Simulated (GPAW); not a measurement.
# Ta (Im-3m) in GPAW: notebook

Aim: see how the results for Ta move with the level of theory and the settings. Levels: PBE+U, WC, SOGGA, r2SCAN+U, PBEsol+D4. Tasks: equation of state.

Program: GPAW 26.7.0. These are calculated values, not measurements. Logs are shortened: lines on timing, memory, paths and dates and some standing lists are left out, and cuts for length are marked. The log counts tension as positive stress, the text compression.

**Experimental background.**

“Refinement of the equation of state of tantalum”, 2004, arxiv:cond-mat/0403080 quotes, for a bulk crystal of Ta: bulk modulus 194 GPa.

The results are compared with them further down.

## 1. The crystal as given

Symmetry: Im-3m, No. 229, cubic system. The conventional cell has a = 3.303 Å, b = 3.303 Å, c = 3.303 Å, α = 90.00°, β = 90.00°, γ = 90.00°. Ta (site symmetry m-3m) has 8 Ta at 2.86 Å as nearest neighbours.

## 2. Equation of state, PBE+U

run.py reads:

```python
from ase import Atoms
from ase.eos import EquationOfState
from ase.io import Trajectory
from ase.units import GPa
from gpaw import GPAW, PW

atoms = Atoms(['Ta'],
              cell=[[-1.65128, 1.65128, 1.65128],
                    [1.65128, -1.65128, 1.65128],
                    [1.65128, 1.65128, -1.65128]],
              scaled_positions=[[0.0, 0.0, 0.0]],
              pbc=True)

traj = Trajectory('eos.traj', 'w')
volumes, energies = [], []
for x in [0.94, 0.96, 0.98, 1.0, 1.02, 1.04, 1.06]:
    a = atoms.copy()
    a.set_cell(atoms.cell * x**(1 / 3), scale_atoms=True)
    calc = GPAW(mode=PW(600),
                xc='PBE',
                kpts={'size': (11, 11, 11), 'gamma': True},
                occupations={'name': 'fermi-dirac', 'width': 0.05},
                setups={'Ta': ':d,4.5'},
                nbands=15,
                convergence={'density': 1e-05, 'energy': 1e-05},
                maxiter=150,
                txt=f'eos-{x:.2f}.txt')
    a.calc = calc
    energies.append(a.get_potential_energy(force_consistent=True))
    volumes.append(a.get_volume())
    p = -a.get_stress()[:3].mean() / GPa
    calc.write(f'eos-{x:.2f}.gpw')
    traj.write(a)
    print(f'{x:.2f} {volumes[-1]:10.4f} A^3 {energies[-1]:14.6f} eV {p:9.3f} GPa', flush=True)

v0, e0, B = EquationOfState(volumes, energies, eos='birchmurnaghan').fit()
print(f'V0 = {v0:.4f} A^3, E0 = {e0:.6f} eV, B0 = {B / GPa:.2f} GPa')
```

Potentials or basis: GPAW PAW data sets (gpaw-data 1.2.1), pw.

The run is started by

```bash
$ OMP_NUM_THREADS=1 python run.py
```

Log:

```text
__  _  _
 | _ |_)|_||  |
 |__||  | ||/\| - 26.7.0

Input parameters:
  mode=PW(ecut=600.0),
  convergence={'density': 1e-05, 'energy': 1e-05},
  kpts=MonkhorstPack(size=(11, 11, 11), gamma=True),
  maxiter=150,
  nbands=15,
  occupations=Occupations(name='fermi-dirac', width=0.05),
  setups={'Ta': ':d,4.5'},
  xc=XC(name='PBE')

Diagonalizing LCAO Hamiltonian
Converting LCAO to pw mode

       Ta

Atoms  # Å, Bohr magnetons
|   | symbol |        x |        y |        z |    initial magnetic moments |
|---|--------|----------|----------|----------|-----------------------------|
| 0 |     Ta | 0.000000 | 0.000000 | 0.000000 | ( 0.0000,  0.0000,  0.0000) |

Unit cell  # Å
| periodic |         x |         y |         z |  lengths |     angles |
|----------|-----------|-----------|-----------|----------|------------|
|      yes | -1.617571 |  1.617571 |  1.617571 | 2.801715 | 109.471221 |
|      yes |  1.617571 | -1.617571 |  1.617571 | 2.801715 | 109.471221 |
|      yes |  1.617571 |  1.617571 | -1.617571 | 2.801715 | 109.471221 |

Number of symmetries: 48
Symmetry operations  # r_c * U_cc + t_c -> r_c
|    | kind |            matrix            |
|----|------|------------------------------|
|  0 |  σ   |  1, 1, 1,  0, 0,-1,  0,-1, 0 |
|  1 |  C4  |  1, 1, 1,  0, 0,-1, -1, 0, 0 |
|  2 |  C2  |  1, 1, 1,  0,-1, 0,  0, 0,-1 |
|  3 |  S6  |  1, 1, 1,  0,-1, 0, -1, 0, 0 |
|  4 |  S6  |  1, 1, 1, -1, 0, 0,  0, 0,-1 |
|  5 |  C4  |  1, 1, 1, -1, 0, 0,  0,-1, 0 |
|  6 |  E   |  1, 0, 0,  0, 1, 0,  0, 0, 1 |
|  7 |  σ   |  1, 0, 0,  0, 1, 0, -1,-1,-1 |
|  8 |  σ   |  1, 0, 0,  0, 0, 1,  0, 1, 0 |
|  9 |  C3  |  1, 0, 0,  0, 0, 1, -1,-1,-1 |
| 10 |  C3  |  1, 0, 0, -1,-1,-1,  0, 1, 0 |
| 11 |  σ   |  1, 0, 0, -1,-1,-1,  0, 0, 1 |
| 12 |  σ   |  0, 1, 0,  1, 0, 0,  0, 0, 1 |
| 13 |  C2  |  0, 1, 0,  1, 0, 0, -1,-1,-1 |
| 14 |  C3  |  0, 1, 0,  0, 0, 1,  1, 0, 0 |
| 15 |  S4  |  0, 1, 0,  0, 0, 1, -1,-1,-1 |
| 16 |  S4  |  0, 1, 0, -1,-1,-1,  1, 0, 0 |
| 17 |  C3  |  0, 1, 0, -1,-1,-1,  0, 0, 1 |
| 18 |  C3  |  0, 0, 1,  1, 0, 0,  0, 1, 0 |
| 19 |  S4  |  0, 0, 1,  1, 0, 0, -1,-1,-1 |
| 20 |  σ   |  0, 0, 1,  0, 1, 0,  1, 0, 0 |
| 21 |  C3  |  0, 0, 1,  0, 1, 0, -1,-1,-1 |
| 22 |  C2  |  0, 0, 1, -1,-1,-1,  1, 0, 0 |
| 23 |  S4  |  0, 0, 1, -1,-1,-1,  0, 1, 0 |
| 24 |  C4  |  0, 0,-1,  1, 1, 1,  0,-1, 0 |
| 25 |  σ   |  0, 0,-1,  1, 1, 1, -1, 0, 0 |
| 26 |  S6  |  0, 0,-1,  0,-1, 0,  1, 1, 1 |
| 27 |  C2  |  0, 0,-1,  0,-1, 0, -1, 0, 0 |
| 28 |  C4  |  0, 0,-1, -1, 0, 0,  1, 1, 1 |
| 29 |  S6  |  0, 0,-1, -1, 0, 0,  0,-1, 0 |
| 30 |  S6  |  0,-1, 0,  1, 1, 1,  0, 0,-1 |
| 31 |  C4  |  0,-1, 0,  1, 1, 1, -1, 0, 0 |
| 32 |  C4  |  0,-1, 0,  0, 0,-1,  1, 1, 1 |
| 33 |  S6  |  0,-1, 0,  0, 0,-1, -1, 0, 0 |
| 34 |  σ   |  0,-1, 0, -1, 0, 0,  1, 1, 1 |
| 35 |  C2  |  0,-1, 0, -1, 0, 0,  0, 0,-1 |
| 36 |  C2  | -1, 0, 0,  1, 1, 1,  0, 0,-1 |
| 37 |  S6  | -1, 0, 0,  1, 1, 1,  0,-1, 0 |
| 38 |  S6  | -1, 0, 0,  0, 0,-1,  1, 1, 1 |
| 39 |  C2  | -1, 0, 0,  0, 0,-1,  0,-1, 0 |
| 40 |  C2  | -1, 0, 0,  0,-1, 0,  1, 1, 1 |
| 41 |  i   | -1, 0, 0,  0,-1, 0,  0, 0,-1 |
| 42 |  S4  | -1,-1,-1,  1, 0, 0,  0, 1, 0 |
| 43 |  C3  | -1,-1,-1,  1, 0, 0,  0, 0, 1 |
| 44 |  C3  | -1,-1,-1,  0, 1, 0,  1, 0, 0 |
| 45 |  σ   | -1,-1,-1,  0, 1, 0,  0, 0, 1 |
| 46 |  S4  | -1,-1,-1,  0, 0, 1,  1, 0, 0 |
| 47 |  C2  | -1,-1,-1,  0, 0, 1,  0, 1, 0 |

BZ-sampling:
  Number of BZ points: 1331
  Number of IBZ points: 56

  Monkhorst-Pack size: [11, 11, 11]
  Monkhorst-Pack shift: [0, 0, 0]

K-points  # in reciprocal-cell coordinates
|     |                                coordinates |     weight |
|-----|--------------------------------------------|------------|
|   0 | (  0.00000000,   0.00000000,   0.00000000) | 0.00075131 |
|   1 | (  0.09090909,   0.00000000,   0.00000000) | 0.00901578 |
|   2 | (  0.09090909,   0.09090909,  -0.09090909) | 0.00450789 |
|   3 | (  0.18181818,   0.00000000,  -0.09090909) | 0.01803156 |
|   4 | (  0.18181818,   0.00000000,   0.00000000) | 0.00901578 |
|   5 | (  0.18181818,   0.09090909,  -0.09090909) | 0.01803156 |
|   6 | (  0.18181818,   0.18181818,  -0.18181818) | 0.00450789 |
|   7 | (  0.27272727,  -0.09090909,  -0.09090909) | 0.00601052 |
|   8 | (  0.27272727,   0.00000000,  -0.09090909) | 0.03606311 |
|   9 | (  0.27272727,   0.00000000,   0.00000000) | 0.00901578 |
| ... |                                            |            |
|  55 | (  0.45454545,   0.45454545,   0.45454545) | 0.00601052 |

Plane wave coefficients: 577
Cutoff: 600.0 eV

Spin-components: 1 (collinear spins)
Bands:           15
Projectors:      6
Spin-degeneracy: 2
Datatype:        complex128

Parallelization:
  kpt:    1
  domain: 1
  band:   1

Density:
  Valence electrons: 13.0
  Components: 1
  Grid points: [16 16 16]
  Charge: 0.0  # |e|

Potential:
  Grid points: [16 16 16]

species:
  Ta:
    name:    Tantalum
    Z:       73.0
    valence: 13
    core:    60
    charge:  0.0  # [|e|]
    Hubbard: {U: 4.5,  # eV
              l: 2,
              scale: True}
    compensation charges:
      type: gauss
      rc: 0.42  # [Å]
      lmax: 2
    cutoffs:
      filter: 2.36  # [Å]
      core: 3.45  # [Å]
    projectors
    | kind |    occ | energy [eV] | rcut [Å] |
    |------|--------|-------------|----------|
    |   5s |  2.000 |     -72.790 |    1.365 |
    |   6s |  2.000 |      -5.429 |    1.365 |
    |   5p |  6.000 |     -39.427 |    1.349 |
    |   6p |  0.000 |      -1.396 |    1.349 |
    |   5d |  3.000 |      -3.603 |    1.307 |
    |    d |        |      23.609 |    1.307 |

    Using partial waves for Ta as LCAO basis

Reference energy: -424172.441401  # eV

eigensolver:
  PPCG
  Converge bands: occupied
  niter=2

density mixing:
  MSR1-Mixer
  Pratt-step length: 0.05
  Maximum mixing coefficient: 0.75
  Old densities: 10
  SVD Regularization: 0.005
  Good broyden scale: 1.0
  Trust region scale: 1.0
  Backstep threshold: 4.0
  History deletion threshold: 6.0
  Fourier metric: weight=20.0, sigma=0.015

occupation numbers:
  Fermi-Dirac:
    width: 0.0500  # eV

poisson solver:
  ecut: 4800.0  # eV

xc functional:
  name: PBE with 2 nearest neighbor stencil

convergence criteria:
- Maximum integral of absolute [dens]ity change: 1e-05 electrons / valence electron
- Maximum [total energy] change in last 3 cyles: 1e-05 eV / valence electron
- Maximum integral of absolute [eigenst]ate change: 4e-08 eV^2 / valence electron
maximum number of iterations: 150

SCF iterations
|iter     | |      energy | eigst |  dens |
|---------|-|-------------|-------|-------|
|iter:   1| |   -4.953362 | -0.00 |       |
|iter:   2| |   -4.914658 | -3.11 | -1.18 |
|iter:   3| |   -4.742640 | -1.81 | -1.21 |
|iter:   4| |   -4.765365 | -3.42 | -1.90 |
|iter:   5| |   -4.778960 | -3.72 | -2.27 |
|iter:   6| |   -4.780997 | -4.89 | -2.71 |
|iter:   7| |   -4.781370 | -5.19 | -3.08 |
|iter:   8| |   -4.781370 | -7.82c| -4.14 |
|iter:   9| |   -4.781369c| -7.90c| -4.41 |
|iter:  10| |   -4.781369c| -8.60c| -5.50c|

Converged in 10 steps
Energy contributions relative to reference atoms: (reference = -424172.441401)

Energy contributions:
  Kinetic:          16.058121
  Coulomb:         -15.499270
  Zero:             -0.189240
  External:          0.000000
  Xc:               -5.146043
  Entropy:          -0.009875
  Spinorbit:         0.000000
  ----------------------------
  Free energy:      -4.786306
  Extrapolated:     -4.781369

dipole moment: (-5.820699, -5.820699, -5.820699)  # |e|*Ang

Fermi level: 13.135
Eigenvalues  # (at kpt = [0.000, 0.000, 0.000])
| band index |      eig [eV] | occ [0-2] |
|------------|---------------|-----------|
|          0 |       -54.301 |     2.000 |
|          1 |       -20.331 |     2.000 |
|          2 |       -20.331 |     2.000 |
|          3 |       -20.331 |     2.000 |
|          4 |         4.648 |     2.000 |
|          5 |        13.976 |     0.000 |
|          6 |        13.976 |     0.000 |
|          7 |        13.976 |     0.000 |
|          8 |        18.204 |     0.000 |
|          9 |        18.204 |     0.000 |
|         10 |        27.891 |     0.000 |
|         11 |        27.891 |     0.000 |
|         12 |        27.891 |     0.000 |
|        ... |               |           |
|         14 |        40.138 |     0.000 |

No gap
No difference between direct/indirect transitions

Stress tensor  # eV/Ang^3
|         x |         y |         z |
|-----------|-----------|-----------|
| -0.206390 | -0.000000 | -0.000000 |
| -0.000000 | -0.206390 |  0.000000 |
| -0.000000 |  0.000000 | -0.206390 |

# Writing to eos-0.94.gpw (mode='')
```

stdout:

```text
0.94    16.9297 A^3      -4.786306 eV    33.067 GPa
0.96    17.2899 A^3      -4.854402 eV    27.573 GPa
0.98    17.6501 A^3      -4.910794 eV    22.572 GPa
1.00    18.0104 A^3      -4.956277 eV    17.905 GPa
1.02    18.3706 A^3      -4.991554 eV    13.493 GPa
1.04    18.7308 A^3      -5.017248 eV     9.401 GPa
1.06    19.0910 A^3      -5.034195 eV     5.721 GPa
<dir> UserWarning: The minimum volume of your fit is not in your volumes.  You may not have a minimum in your dataset!
  warnings.warn(
V0 = 19.6748 A^3, E0 = -5.044248 eV, B0 = 179.21 GPa
```

eos-0.98.txt:

```text
SCF iterations
|iter     | |      energy | eigst |  dens |
|---------|-|-------------|-------|-------|
|iter:   1| |   -5.118409 | -0.02 |       |
|iter:   2| |   -5.073470 | -3.09 | -1.15 |
|iter:   3| |   -4.868572 | -1.79 | -1.18 |
|iter:   4| |   -4.890010 | -3.39 | -1.88 |
|iter:   5| |   -4.902926 | -3.75 | -2.24 |
[... 38 lines left out ...]
|         11 |        27.086 |     0.000 |
|         12 |        27.086 |     0.000 |
|        ... |               |           |
|         14 |        38.805 |     0.000 |

No gap
No difference between direct/indirect transitions

Stress tensor  # eV/Ang^3
|         x |         y |         z |
|-----------|-----------|-----------|
| -0.140886 | -0.000000 |  0.000000 |
| -0.000000 | -0.140886 | -0.000000 |
|  0.000000 | -0.000000 | -0.140886 |

# Writing to eos-0.98.gpw (mode='')
```

It took 93 s on 1 thread of Arm Neoverse V1, shared host; peak memory 0.19 GiB.

Results:

```
Equilibrium volume : 19.67 Å³/atom (rough: see the caveat)
Bulk modulus       : 179 GPa (rough)
```

Energy against volume, from the lowest point:
```csv
volume (Å³/atom),energy (meV/atom)
16.930,247.89
17.290,179.79
17.650,123.40
18.010,77.92
18.371,42.64
18.731,16.95
19.091,0.00
```

Caveat: the minimum lies outside the volumes run; the U is typed as a test and isn't derived for this compound. The run has no spin-orbit coupling, so splittings on Ta are missing.

## 3. Equation of state, WC

run.py: that of step 2 with these lines changed.

```diff
@@ -1,13 +1,15 @@
-from ase import Atoms
 from ase.eos import EquationOfState
 from ase.io import Trajectory
+from ase.spacegroup import crystal
 from ase.units import GPa
-from gpaw import GPAW, PW
+from gpaw import GPAW, PW, setup_paths
 
-atoms = Atoms(['Ta'],
-              cell=[[-1.65128, 1.65128, 1.65128],
-                    [1.65128, -1.65128, 1.65128],
-                    [1.65128, 1.65128, -1.65128]],
-              scaled_positions=[[0.0, 0.0, 0.0]],
-              pbc=True)
+setup_paths.insert(0, '.')
+
+# Ta 2a
+atoms = crystal(['Ta'],
+                basis=[[0.0, 0.0, 0.0]],
+                spacegroup=229, setting=1,  # Im-3m
+                cellpar=[3.30256, 3.30256, 3.30256, 90.0, 90.0, 90.0],
+                primitive_cell=True)
 
@@ -19,6 +21,5 @@
     calc = GPAW(mode=PW(600),
-                xc='PBE',
+                xc='WC',
                 kpts={'size': (11, 11, 11), 'gamma': True},
                 occupations={'name': 'fermi-dirac', 'width': 0.05},
-                setups={'Ta': ':d,4.5'},
                 nbands=15,
```

Potentials or basis: PAW data sets generated in the run's folder for this functional, pw.

The run is started by

```bash
$ gpaw-setup -f WC Ta
$ OMP_NUM_THREADS=1 python run.py
```

Log:

```text
__  _  _
 | _ |_)|_||  |
 |__||  | ||/\| - 26.7.0

Input parameters:
  mode=PW(ecut=600.0),
  convergence={'density': 1e-05, 'energy': 1e-05},
  kpts=MonkhorstPack(size=(11, 11, 11), gamma=True),
  maxiter=150,
  nbands=15,
  occupations=Occupations(name='fermi-dirac', width=0.05),
  xc=XC(name='WC')

Diagonalizing LCAO Hamiltonian
Converting LCAO to pw mode

       Ta

Atoms  # Å, Bohr magnetons
|   | symbol |        x |        y |        z |    initial magnetic moments |
|---|--------|----------|----------|----------|-----------------------------|
| 0 |     Ta | 0.000000 | 0.000000 | 0.000000 | ( 0.0000,  0.0000,  0.0000) |

Unit cell  # Å
| periodic |         x |         y |         z |  lengths |     angles |
|----------|-----------|-----------|-----------|----------|------------|
|      yes | -1.617571 |  1.617571 |  1.617571 | 2.801715 | 109.471221 |
|      yes |  1.617571 | -1.617571 |  1.617571 | 2.801715 | 109.471221 |
|      yes |  1.617571 |  1.617571 | -1.617571 | 2.801715 | 109.471221 |

Number of symmetries: 48
Symmetry operations  # r_c * U_cc + t_c -> r_c
|    | kind |            matrix            |
|----|------|------------------------------|
|  0 |  σ   |  1, 1, 1,  0, 0,-1,  0,-1, 0 |
|  1 |  C4  |  1, 1, 1,  0, 0,-1, -1, 0, 0 |
|  2 |  C2  |  1, 1, 1,  0,-1, 0,  0, 0,-1 |
|  3 |  S6  |  1, 1, 1,  0,-1, 0, -1, 0, 0 |
|  4 |  S6  |  1, 1, 1, -1, 0, 0,  0, 0,-1 |
|  5 |  C4  |  1, 1, 1, -1, 0, 0,  0,-1, 0 |
|  6 |  E   |  1, 0, 0,  0, 1, 0,  0, 0, 1 |
|  7 |  σ   |  1, 0, 0,  0, 1, 0, -1,-1,-1 |
|  8 |  σ   |  1, 0, 0,  0, 0, 1,  0, 1, 0 |
|  9 |  C3  |  1, 0, 0,  0, 0, 1, -1,-1,-1 |
| 10 |  C3  |  1, 0, 0, -1,-1,-1,  0, 1, 0 |
| 11 |  σ   |  1, 0, 0, -1,-1,-1,  0, 0, 1 |
| 12 |  σ   |  0, 1, 0,  1, 0, 0,  0, 0, 1 |
| 13 |  C2  |  0, 1, 0,  1, 0, 0, -1,-1,-1 |
| 14 |  C3  |  0, 1, 0,  0, 0, 1,  1, 0, 0 |
| 15 |  S4  |  0, 1, 0,  0, 0, 1, -1,-1,-1 |
| 16 |  S4  |  0, 1, 0, -1,-1,-1,  1, 0, 0 |
| 17 |  C3  |  0, 1, 0, -1,-1,-1,  0, 0, 1 |
| 18 |  C3  |  0, 0, 1,  1, 0, 0,  0, 1, 0 |
| 19 |  S4  |  0, 0, 1,  1, 0, 0, -1,-1,-1 |
| 20 |  σ   |  0, 0, 1,  0, 1, 0,  1, 0, 0 |
| 21 |  C3  |  0, 0, 1,  0, 1, 0, -1,-1,-1 |
| 22 |  C2  |  0, 0, 1, -1,-1,-1,  1, 0, 0 |
| 23 |  S4  |  0, 0, 1, -1,-1,-1,  0, 1, 0 |
| 24 |  C4  |  0, 0,-1,  1, 1, 1,  0,-1, 0 |
| 25 |  σ   |  0, 0,-1,  1, 1, 1, -1, 0, 0 |
| 26 |  S6  |  0, 0,-1,  0,-1, 0,  1, 1, 1 |
| 27 |  C2  |  0, 0,-1,  0,-1, 0, -1, 0, 0 |
| 28 |  C4  |  0, 0,-1, -1, 0, 0,  1, 1, 1 |
| 29 |  S6  |  0, 0,-1, -1, 0, 0,  0,-1, 0 |
| 30 |  S6  |  0,-1, 0,  1, 1, 1,  0, 0,-1 |
| 31 |  C4  |  0,-1, 0,  1, 1, 1, -1, 0, 0 |
| 32 |  C4  |  0,-1, 0,  0, 0,-1,  1, 1, 1 |
[... 76 lines left out ...]
    projectors
    | kind |    occ | energy [eV] | rcut [Å] |
    |------|--------|-------------|----------|
    |   5s |  2.000 |     -72.793 |    1.365 |
    |   6s |  2.000 |      -5.470 |    1.365 |
    |   5p |  6.000 |     -39.422 |    1.349 |
    |   6p |  0.000 |      -1.354 |    1.349 |
    |   5d |  3.000 |      -3.632 |    1.307 |
    |    d |        |      23.579 |    1.307 |

    Using partial waves for Ta as LCAO basis

Reference energy: -424141.957791  # eV

eigensolver:
  PPCG
  Converge bands: occupied
  niter=2

density mixing:
  MSR1-Mixer
  Pratt-step length: 0.05
  Maximum mixing coefficient: 0.75
  Old densities: 10
  SVD Regularization: 0.005
  Good broyden scale: 1.0
  Trust region scale: 1.0
  Backstep threshold: 4.0
  History deletion threshold: 6.0
  Fourier metric: weight=20.0, sigma=0.015

occupation numbers:
  Fermi-Dirac:
    width: 0.0500  # eV

poisson solver:
  ecut: 4800.0  # eV

xc functional:
  name: WC with 2 nearest neighbor stencil

convergence criteria:
- Maximum integral of absolute [dens]ity change: 1e-05 electrons / valence electron
- Maximum [total energy] change in last 3 cyles: 1e-05 eV / valence electron
- Maximum integral of absolute [eigenst]ate change: 4e-08 eV^2 / valence electron
maximum number of iterations: 150

SCF iterations
|iter     | |      energy | eigst |  dens |
|---------|-|-------------|-------|-------|
|iter:   1| |  -10.610023 | -0.09 |       |
|iter:   2| |  -10.589804 | -3.21 | -1.34 |
|iter:   3| |  -10.488363 | -2.15 | -1.38 |
|iter:   4| |  -10.492324 | -3.59 | -2.05 |
|iter:   5| |  -10.493732 | -4.64 | -2.42 |
|iter:   6| |  -10.493732 | -6.98 | -3.94 |
|iter:   7| |  -10.493733c| -8.03c| -4.28 |
|iter:   8| |  -10.493733c| -9.59c| -5.38c|

Converged in 8 steps
Energy contributions relative to reference atoms: (reference = -424141.957791)

Energy contributions:
  Kinetic:          13.269930
  Coulomb:         -12.602391
  Zero:             -0.272446
  External:          0.000000
  Xc:              -10.885699
  Entropy:          -0.006254
  Spinorbit:         0.000000
  ----------------------------
  Free energy:     -10.496860
  Extrapolated:    -10.493733

dipole moment: (-5.816886, -5.816886, -5.816886)  # |e|*Ang

Fermi level: 12.559
Eigenvalues  # (at kpt = [0.000, 0.000, 0.000])
| band index |      eig [eV] | occ [0-2] |
|------------|---------------|-----------|
|          0 |       -54.209 |     2.000 |
|          1 |       -20.266 |     2.000 |
|          2 |       -20.266 |     2.000 |
|          3 |       -20.266 |     2.000 |
|          4 |         4.480 |     2.000 |
|          5 |        13.275 |     0.000 |
|          6 |        13.275 |     0.000 |
|          7 |        13.275 |     0.000 |
|          8 |        16.737 |     0.000 |
|          9 |        16.737 |     0.000 |
|         10 |        27.739 |     0.000 |
|         11 |        27.739 |     0.000 |
|         12 |        27.739 |     0.000 |
|        ... |               |           |
|         14 |        39.656 |     0.000 |

No gap
No difference between direct/indirect transitions

Stress tensor  # eV/Ang^3
|         x |         y |         z |
|-----------|-----------|-----------|
| -0.067275 |  0.000000 | -0.000000 |
|  0.000000 | -0.067275 | -0.000000 |
| -0.000000 | -0.000000 | -0.067275 |

# Writing to eos-0.94.gpw (mode='')
```

stdout:

```text
0.94    16.9297 A^3     -10.496860 eV    10.779 GPa
0.96    17.2899 A^3     -10.515188 eV     5.582 GPa
0.98    17.6501 A^3     -10.522492 eV     0.929 GPa
1.00    18.0104 A^3     -10.519862 eV    -3.227 GPa
1.02    18.3706 A^3     -10.508389 eV    -6.948 GPa
1.04    18.7308 A^3     -10.488984 eV   -10.291 GPa
1.06    19.0910 A^3     -10.462435 eV   -13.310 GPa
V0 = 17.7297 A^3, E0 = -10.522716 eV, B0 = 211.22 GPa
```

It took 79 s on 1 thread of Arm Neoverse V1, shared host; peak memory 0.2 GiB.

Results:

```yaml
Equilibrium_volume: 17.73 Å³/atom
Bulk_modulus: 211 GPa
Pressure_derivative_of_the_bulk_modulus: 4.4
```

Energy against volume, from the lowest point:
```tsv
volume (Å³/atom)	energy (meV/atom)
16.930	25.63
17.290	7.30
17.650	0.00
18.010	2.63
18.371	14.10
18.731	33.51
19.091	60.06
```

Spin-orbit coupling is left out, which matters for the levels of Ta.

(Continued in part 2 of 2.)
